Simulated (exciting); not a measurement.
Input of an exciting (release sodium) run:

File input.xml:

```xml
<input>
  <title>PbO2</title>
  <structure speciespath="./" tshift="false">
    <crystal scale="7.2210096223">
      <basevect>0.000000000000 0.707106781185 0.707106781185</basevect>
      <basevect>0.707106781185 0.000000000000 0.707106781185</basevect>
      <basevect>0.707106781185 0.707106781185 0.000000000000</basevect>
    </crystal>
    <species speciesfile="Pb.xml" rmt="2.3">
      <atom coord="0.000000000000 0.000000000000 0.000000000000"/>
    </species>
    <species speciesfile="O.xml" rmt="1.45">
      <atom coord="0.750000000000 0.750000000000 0.750000000000"/>
      <atom coord="0.250000000000 0.250000000000 0.250000000000"/>
    </species>
  </structure>
  <groundstate do="fromscratch" ngridk="4 4 4" rgkmax="6.5" gmaxvr="14" lmaxapw="10" lmaxmat="10" lmaxvr="8" stype="Gaussian" swidth="0.00183747" nempty="34" ValenceRelativity="iora*" epsengy="1e-05" epspot="1e-05" maxscl="60" outputlevel="low" vkloff="0.5 0.5 0.5">
    <libxc exchange="XC_GGA_X_AM05" correlation="XC_GGA_C_AM05"/>
  </groundstate>
  <properties>
    <TSvdW/>
    <momentummatrix/>
    <dielmat intraband="false" wmax="0.5" wgrid="200" swidth="0.004" tevout="true">
      <epscomp>1 1</epscomp>
      <epscomp>2 2</epscomp>
      <epscomp>3 3</epscomp>
    </dielmat>
  </properties>
</input>
```

Potentials or basis: all-electron LAPW+lo, shipped species files, valence relativity iora*.

Command:

```console
$ OMP_NUM_THREADS=1 exciting_smp
```

Task: What does it give for the dispersion energy per atom?

Result: -0.171 eV.

Dielectric function (mean over the directions given):
```
energy (eV)  real part  imaginary part
       0.27       9.63            0.11
       0.95      12.37            1.69
       1.63      11.53            3.24
       2.31       5.27            6.67
       3.06       3.64            0.98
       3.74       8.44            2.32
       4.42       5.62            4.46
       5.10       7.82            3.90
       5.85       4.64            4.91
       6.53       3.24            4.79
       7.21       1.03            2.50
       7.89       0.57            2.21
       8.64       2.86            1.76
       9.32       3.07            5.06
      10.00       1.31            5.58
      10.68      -0.99            3.62
      11.43      -1.34            1.95
      12.11       0.14            1.01
      12.79      -0.15            1.17
      13.54       0.57            1.08
```

Caveat: the dispersion energy is computed afterwards and isn't part of the total energy; spectra need much finer meshes, so this one isn't converged; independent-particle spectra lack excitons. Spin-orbit coupling is left out, which matters for the levels of Pb.
